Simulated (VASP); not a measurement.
# Zr in VASP: a series of runs

Runs on Zr. Level: PBE. Tasks: single point.

All numbers are computed with VASP 6.6.1; they aren't measurements. Logs are shortened: lines on timing, memory, paths and dates and some standing lists are left out, and cuts for length are marked.

### Step 1. The cell of the first run

The cell holds a slab with vacuum, 5 atoms: a = 5.055 Å, b = 5.055 Å, c = 21.872 Å, α = 90.00°, β = 90.00°, γ = 120.00°.

The slab is cut from a database's or a generator's crystal, which needn't be the stable form of the element.

### Step 2. Single point, PBE (the clean substrate in the cell of the map)

The input, INCAR:

```
PREC = Accurate ; ENCUT = 520
EDIFF = 1E-6 ; ISMEAR = 0
SIGMA = 0.1 ; LREAL = F
LASPH = T ; NELM = 100
ALGO = Fast ; ISIF = 2
LWAVE = F ; LCHARG = F
LDIPOL = T ; IDIPOL = 3
DIPOL = 0.5 0.5 0.270 ; GGA = PE
NBANDS = 38
```

The input, KPOINTS:

```
Automatic mesh
0
Gamma
  6 6 1
```

The input, POSCAR:

```
Zr
1.0
    5.0551939858      0.0000000000      0.0000000000
   -2.5275969929      4.3779264128      0.0000000000
    0.0000000000      0.0000000000     21.8720672789
Zr
5
Direct
    0.6666666667      0.3333333333      0.1828816613
    0.3333333333      0.6666666667      0.2300599704
    0.0000000000      0.0000000000      0.2702766909
    0.6666666667      0.3333333333      0.3062297178
    0.3333333333      0.6666666667      0.3599141855
```

Potentials or basis: VASP PAW PBE potentials, release 64 (Zr_sv).

Run with:

```
$ cat potpaw_PBE.64/Zr_sv/POTCAR > POTCAR
$ mpirun -np 1 vasp_std > vasp.out
```

OUTCAR:

```text
PREC = Accurate
   ENCUT = 520
   EDIFF = 1E-6
   ISMEAR = 0
   LREAL = F
   LASPH = T
   NELM = 100
   ISIF = 2
   GGA = PE

 ion  position               nearest neighbor table
   1  0.667  0.333  0.183-   4 2.70   2 3.10   2 3.10   2 3.10   3 3.49   3 3.49   3 3.49
   2  0.333  0.667  0.230-   5 2.84   3 3.05   3 3.05   3 3.05   1 3.10   1 3.10   1 3.10   4 3.36
                             4 3.36   4 3.36
   3  0.000  0.000  0.270-   4 3.02   4 3.02   4 3.02   2 3.05   2 3.05   2 3.05   1 3.49   1 3.49
                             1 3.49   5 3.52   5 3.52   5 3.52
   4  0.667  0.333  0.306-   1 2.70   3 3.02   3 3.02   3 3.02   5 3.15   5 3.15   5 3.15   2 3.36
                             2 3.36   2 3.36
   5  0.333  0.667  0.360-   2 2.84   4 3.15   4 3.15   4 3.15   3 3.52   3 3.52   3 3.52

  LATTYP: Found a hexagonal cell.
 ALAT       =     5.0551939858
 C/A-ratio  =     4.3266524174

  Lattice vectors:

 A1 = (   5.0551939858,   0.0000000000,   0.0000000000)
 A2 = (  -2.5275969929,   4.3779264128,   0.0000000000)
 A3 = (   0.0000000000,   0.0000000000,  21.8720672789)

Analysis of symmetry for initial positions (statically):
=====================================================================
 Subroutine PRICEL returns:
 Original cell was already a primitive cell.

 Routine SETGRP: Setting up the symmetry group for a
 hexagonal supercell.

 Subroutine GETGRP returns: Found  6 space group operations
 (whereof  6 operations were pure point group operations)
 out of a pool of 24 trial point group operations.

The static configuration has the point symmetry C_3v.

Analysis of symmetry for dynamics (positions and initial velocities):
=====================================================================
 Subroutine PRICEL returns:
 Original cell was already a primitive cell.

 Routine SETGRP: Setting up the symmetry group for a
 hexagonal supercell.

 Subroutine GETGRP returns: Found  6 space group operations
 (whereof  6 operations were pure point group operations)
 out of a pool of 24 trial point group operations.

The dynamic configuration has the point symmetry C_3v.

 Subroutine INISYM returns: Found  6 space group operations
 (whereof  6 operations are pure point group operations),
 and found     1 'primitive' translations

----------------------------------------------------------------------------------------

                                     Primitive cell

  volume of cell :     484.0566

  direct lattice vectors                    reciprocal lattice vectors
     5.055193986  0.000000000  0.000000000     0.197816345  0.114209320  0.000000000
    -2.527596993  4.377926413  0.000000000     0.000000000  0.228418641  0.000000000
     0.000000000  0.000000000 21.872067279     0.000000000  0.000000000  0.045720415

  length of vectors
     5.055193986  5.055193986 21.872067279     0.228418641  0.228418641  0.045720415

  position of ions in fractional coordinates (direct lattice)
     0.666666667  0.333333333  0.182881661
     0.333333333  0.666666667  0.230059970
     0.000000000  0.000000000  0.270276691
     0.666666667  0.333333333  0.306229718
     0.333333333  0.666666667  0.359914186

  ion indices of the primitive-cell ions
   primitive index   ion index
                 1           1
                 2           2
                 3           3
                 4           4
                 5           5

----------------------------------------------------------------------------------------

 KPOINTS: Automatic mesh

Automatic generation of k-mesh.
 Grid dimensions read from file:
 generate k-points for:    6    6    1

 Generating k-lattice:

  Cartesian coordinates                     Fractional coordinates (reciprocal lattice)
     0.032969391  0.019034887  0.000000000     0.166666667  0.000000000  0.000000000
     0.000000000  0.038069773  0.000000000     0.000000000  0.166666667  0.000000000
     0.000000000  0.000000000  0.045720415     0.000000000  0.000000000  1.000000000

  Length of vectors
     0.038069773  0.038069773  0.045720415

  Shift w.r.t. Gamma in fractional coordinates (k-lattice)
     0.000000000  0.000000000  0.000000000

 Subroutine IBZKPT returns following result:
 ===========================================

 Found      7 irreducible k-points:

 Following reciprocal coordinates:
            Coordinates               Weight
  0.000000  0.000000  0.000000      1.000000
  0.166667 -0.000000  0.000000      6.000000
  0.333333 -0.000000  0.000000      6.000000
  0.500000  0.000000  0.000000      3.000000
  0.166667  0.166667  0.000000      6.000000
  0.333333  0.166667  0.000000     12.000000
  0.333333  0.333333  0.000000      2.000000
   k-points           NKPTS =      7   k-points in BZ     NKDIM =      7   number of bands    NBANDS=     38
   number of dos      NEDOS =    301   number of ions     NIONS =      5
   total plane-waves  NPLWV = 268800
   dimension x,y,z NGX =    40 NGY =   40 NGZ =  168
   dimension x,y,z NGXF=    80 NGYF=   80 NGZF=  336
   ions per type =               5
   NGX,Y,Z   is equivalent  to a cutoff of  13.15, 13.15, 12.77 a.u.
   NGXF,Y,Z  is equivalent  to a cutoff of  26.31, 26.31, 25.54 a.u.
 SYSTEM =  unknown system
   PREC   = accura    normal or accurate (medium, high low for compatibility)
   ISTART =      0    job   : 0-new  1-cont  2-samecut
   ICHARG =      2    charge: 1-file 2-atom 10-const
   ISPIN  =      1    spin polarized calculation?
   LNONCOLLINEAR =      F non collinear calculations
   LSORBIT =      F    spin-orbit coupling
   LASPH  =      T    aspherical Exc in radial PAW
   ENCUT  =  520.0 eV  38.22 Ry    6.18 a.u.   9.40  9.40 40.67*2*pi/ulx,y,z
   NELM   =    100;   NELMIN=  2; NELMDL= -5     # of ELM steps
   EDIFF  = 0.1E-05   stopping-criterion for ELM
   LREAL  =      F    real-space projection
   EDIFFG = 0.1E-04   stopping-criterion for IOM
   NSW    =      0    number of steps for IOM
   IBRION =     -1    ionic relax: 0-MD 1-quasi-New 2-CG
   NFREE  =      0    steps in history (QN), initial steepest desc. (CG)
   ISIF   =      2    stress and relaxation
   ISYM   =      2    0-nonsym 1-usesym 2-fastsym
   POTIM  = 0.5000    time-step for ionic-motion
   TEBEG  =    0.0;   TEEND  =   0.0 temperature during run
   PSTRESS=    0.0 pullay stress
   NELECT =      60.0000    total number of electrons
   NUPDOWN=      -1.0000    fix difference up-down
   EMIN   =  10.00;   EMAX   =-10.00  energy-range for DOS
   EFERMI =   0.00;   METHOD = LEGACY
   ISMEAR =     0;   SIGMA  =   0.10  broadening in eV -4-tet -1-fermi 0-gaus
   EFERMI_NEDOS =   21; number of points for ismear=-14 and -15
   IALGO  =     68    algorithm
   IMIX   =      4    mixing-type and parameters
     AMIX     =   0.40;   BMIX     =  1.00
     AMIX_MAG =   1.60;   BMIX_MAG =  1.00
  volume/ion in A,a.u.               =      96.81       653.31
  Fermi-wavevector in a.u.,A,eV,Ry     =   0.816256  1.542501  9.065213  0.666274
  Thomas-Fermi vector in A             =   1.926492
   LORBIT       =      0    0 simple, 1 ext, 2 COOP (PROOUT), +10 PAW based schemes
   GGA     = PE    functional components
   LHFCALC =     F    Hartree Fock is set to
   AEXX    =    0.0000 exact exchange contribution
   IVDW    =     0    specifies the selected vdW correction
   LEPSILON=     F    determine dielectric tensor
   LRPA    =     F    only Hartree local field effects (RPA)
 non-spin polarized calculation
 RMM-DIIS sequential band-by-band and
 Gauss-broadening in eV      SIGMA  =   0.10
  energy-cutoff  :      520.00
  volume of cell :      484.06
 maximum number of plane-waves:     13089
 NGX is ok and might be reduce to    40
   NGX = 19   NGY = 19   NGZ = 81

 dipolmoment           0.000000      0.000000      0.004329 electrons x Angstroem

 number of electron      60.0000000 magnetization

 dipolmoment           0.000000      0.000000     -0.011446 electrons x Angstroem

 Free energy of the ion-electron system (eV)
  ---------------------------------------------------
  ext. energy  EPLUGINS =         0.00000000
  ---------------------------------------------------
  free energy    TOTEN  =       -37.37377903 eV

  energy without entropy =      -37.33127731  energy(sigma->0) =      -37.35252817

 E-fermi :  -0.2673     XC(G=0):  -3.6204

 val. band max:       -0.2867394986   @ k =   0.3333   0.3333   0.0000
 cond. band min:      -0.2299434880   @ k =   0.5000   0.0000   0.0000
 fundamental gap:      0.0567960106
 Fermi energy:        -0.2672890969

 k-point     1 :       0.0000    0.0000    0.0000
  band No.  band energies     occupation
      1     -49.5133      2.00000
      2     -49.2776      2.00000
      3     -48.8821      2.00000
      4     -48.5235      2.00000
      5     -48.4405      2.00000
      6     -27.6623      2.00000
[... 30 lines left out ...]
     37       2.0550      0.00000
     38       2.8688      0.00000

 k-point     2 :       0.1667   -0.0000    0.0000
  band No.  band energies     occupation
      1     -49.5128      2.00000
      2     -49.2765      2.00000
      3     -48.8782      2.00000
      4     -48.5268      2.00000
      5     -48.4433      2.00000
      6     -27.6687      2.00000
[... 30 lines left out ...]
     37       1.7202      0.00000
     38       1.9358      0.00000

 k-point     3 :       0.3333   -0.0000    0.0000
  band No.  band energies     occupation
      1     -49.5117      2.00000
      2     -49.2744      2.00000
      3     -48.8698      2.00000
      4     -48.5337      2.00000
      5     -48.4488      2.00000
      6     -27.6862      2.00000
[... 30 lines left out ...]
     37       1.6515      0.00000
     38       1.7111      0.00000

 k-point     4 :       0.5000    0.0000    0.0000
  band No.  band energies     occupation
      1     -49.5112      2.00000
      2     -49.2733      2.00000
      3     -48.8654      2.00000
      4     -48.5373      2.00000
      5     -48.4517      2.00000
      6     -27.6967      2.00000
[... 30 lines left out ...]
     37       1.5945      0.00000
     38       1.8792      0.00000

 k-point     5 :       0.1667    0.1667    0.0000
  band No.  band energies     occupation
      1     -49.5120      2.00000
      2     -49.2749      2.00000
      3     -48.8719      2.00000
      4     -48.5319      2.00000
      5     -48.4475      2.00000
      6     -27.6812      2.00000
[... 30 lines left out ...]
     37       1.5104      0.00000
     38       1.7815      0.00000

 k-point     6 :       0.3333    0.1667    0.0000
  band No.  band energies     occupation
      1     -49.5112      2.00000
      2     -49.2734      2.00000
      3     -48.8654      2.00000
      4     -48.5371      2.00000
      5     -48.4519      2.00000
      6     -27.6957      2.00000
[... 30 lines left out ...]
     37       1.3667      0.00000
     38       1.4791      0.00000

 k-point     7 :       0.3333    0.3333    0.0000
  band No.  band energies     occupation
      1     -49.5110      2.00000
      2     -49.2729      2.00000
      3     -48.8631      2.00000
      4     -48.5387      2.00000
      5     -48.4536      2.00000
      6     -27.7000      2.00000
[... 30 lines left out ...]
     37       1.2073      0.00000
     38       1.2336      0.00000

------------------------ aborting loop because EDIFF is reached ----------------------------------------

 vacuum level on the upper side and lower side of the slab       (xc-potential included)        -0.051         0.040

  FORCE on cell =-STRESS in cart. coord.  units (eV):
  Direction    XX          YY          ZZ          XY          YZ          ZX
  --------------------------------------------------------------------------------------
  -------------------------------------------------------------------------------------
  Total       -3.9112695     -3.9112695      0.7434069      0.0000000      0.0000000      0.0000000
  in kB      -12.9458988    -12.9458988      2.4606003      0.0000000      0.0000000      0.0000000
  external PRESSURE =      -7.8103991 kB  Pullay stress =       0.0000000 kB

 VOLUME and BASIS-vectors are now :
 -----------------------------------------------------------------------------
  energy-cutoff  :      520.00
  volume of cell :      484.06
      direct lattice vectors                 reciprocal lattice vectors
     5.055193986  0.000000000  0.000000000     0.197816345  0.114209320  0.000000000
    -2.527596993  4.377926413  0.000000000     0.000000000  0.228418641  0.000000000
     0.000000000  0.000000000 21.872067279     0.000000000  0.000000000  0.045720415

 POSITION                                       TOTAL-FORCE (eV/Angst)
 -----------------------------------------------------------------------------------
      2.52760      1.45931      4.00000         0.000000     -0.000000     -0.741514
     -0.00000      2.91862      5.03189         0.000000      0.000000      0.734018
      0.00000      0.00000      5.91151         0.000000     -0.000000      0.004969
      2.52760      1.45931      6.69788        -0.000000      0.000000      0.003324
     -0.00000      2.91862      7.87207        -0.000000     -0.000000     -0.000797
 -----------------------------------------------------------------------------------
    total drift:                               -0.000000      0.000000      0.000209

  FREE ENERGIE OF THE ION-ELECTRON SYSTEM (eV)
  ---------------------------------------------------
  free  energy   TOTEN  =       -37.3737790345 eV

  energy  without entropy=      -37.3312773080  energy(sigma->0) =      -37.35252817

 vacuum level on the upper side and lower side of the slab         2.890         2.986
```

It took 19 min on 1 thread of AMD EPYC 7R43 (Zen 3), shared host; peak memory 0.54 GiB.

Results:

* Free energy: -37.3738 eV
* Largest force: 0.742 eV/Å
* Band gap on the k mesh: none (metal or under the smearing width)

Forces on the atoms (eV/Å):
```
Zr   0.000  0.000 -0.742
Zr   0.000  0.000  0.734
Zr   0.000  0.000  0.005
Zr   0.000  0.000  0.003
Zr   0.000  0.000 -0.001
```

Levels at points of the mesh, in eV from the Fermi level:
```tsv
k point	band 26	band 27	band 28	band 29	band 30	band 31	band 32	band 33	band 34	band 35
(0.00, 0.00, 0.00)	-0.87	-0.70	-0.47	-0.22	-0.22	-0.05	-0.05	0.10	0.84	0.84
(0.50, 0.00, 0.00)	-1.04	-0.82	-0.34	-0.27	-0.15	-0.11	0.04	0.25	0.70	0.87
```

### Step 3. Single point, PBE (clean slab, lower half held)

The input, INCAR:

```
SYSTEM = Zr
PREC = Accurate
ENCUT = 520
EDIFF = 1E-6
ISMEAR = 0
SIGMA = 0.1
LREAL = .False.
LASPH = .True.
NELM = 80
ALGO = Fast
ISIF = 2
LWAVE = .False.
LCHARG = .False.
LDIPOL = .True.
IDIPOL = 3
DIPOL = 0.5 0.5 0.491
GGA = PE
NBANDS = 38
```

The input, KPOINTS:

```
Automatic mesh
0
Gamma
  6 6 1
  0 0 0
```

The input, POSCAR:

```
Zr
1.0
    5.0551939858      0.0000000000      0.0000000000
   -2.5275969929      4.3779264128      0.0000000000
    0.0000000000      0.0000000000     18.1275486053
Zr
5
Direct
    0.6666666667      0.3333333333      0.3861525986
    0.3333333333      0.6666666667      0.4430762993
    0.0000000000      0.0000000000      0.4916003902
    0.6666666667      0.3333333333      0.5349800573
    0.3333333333      0.6666666667      0.5997538617
```

Potentials or basis: VASP PAW PBE potentials, release 64 (Zr_sv).

Run with:

```
$ cat potpaw_PBE.64/Zr_sv/POTCAR > POTCAR
$ mpirun -np 1 vasp_std > vasp.out
```

Run time: 12 min. Hardware: 1 thread of AMD EPYC 7R43 (Zen 3), shared host; peak memory 0.48 GiB.

It converged, with:

* Free energy: -37.3730 eV
* Largest force: 0.742 eV/Å
* Band gap on the k mesh: none (metal or under the smearing width)

Forces on the atoms (eV/Å):
```
Zr   0.000  0.000 -0.742
Zr   0.000  0.000  0.734
Zr   0.000  0.000  0.005
Zr   0.000  0.000  0.004
Zr   0.000  0.000  0.000
```

Levels at points of the mesh, in eV from the Fermi level:
```
           k point  band 26  band 27  band 28  band 29  band 30  band 31  band 32  band 33  band 34  band 35
(0.00, 0.00, 0.00)    -0.87    -0.70    -0.47    -0.22    -0.22    -0.05    -0.05     0.10     0.84     0.84
(0.50, 0.00, 0.00)    -1.04    -0.82    -0.34    -0.27    -0.15    -0.11     0.04     0.25     0.70     0.87
```
